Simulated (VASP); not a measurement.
Runs of VASP 6.6.1 on SnS2 (Berndtite-2T). Symmetry: P-3m1, No. 164, trigonal system. The conventional cell has a = 3.667 Å, b = 3.667 Å, c = 5.813 Å, α = 90.00°, β = 90.00°, γ = 120.00°. Around Sn (site symmetry -3m) lie 6 S at 2.58 Å. S (site symmetry 3m) is surrounded by 3 Sn at 2.58 Å. 

```tsv
level	cell	target pressure	gap on the mesh (eV)	pressure (GPa)	relaxed volume (Å³/atom)
PBE+D3(BJ)	relaxed	-	1.31	0.0	(a)
PBEsol	relaxed	-	(b)	0.0	23.31
r2SCAN	relaxed to 3 GPa	3 GPa	1.64	3.0	-
rev-vdW-DF2	relaxed	-	1.23	0.0	23.10
```

Alike in all rows: task relaxation of cell and atoms; potentials or basis VASP PAW PBE potentials, release 64 (Sn_d, S); no spin polarisation; k mesh 9 × 9 × 5; cutoff (eV) 600; smearing gaussian 0.03 eV.

Fill in the values left out.

(a) 22.56; (b) 1.46.

Caveats: spin-orbit coupling is left out, which moves the levels of the heavy elements; an odd mesh through Γ misses points on the zone boundary, where band edges often lie; the PAW data sets were made with another functional, which shifts forces and pressure a little (some runs); this functional lacks dispersion, which binds the layers, so the pressure and a relaxed spacing across them are unreliable (some runs); the relaxation stopped at its first step, so nothing moved (some runs); the cell is relaxed towards a set pressure, so the enthalpy falls and the energy may rise (some runs).

A k mesh can miss the band edges, and the runs leave out spin-orbit coupling on Sn.
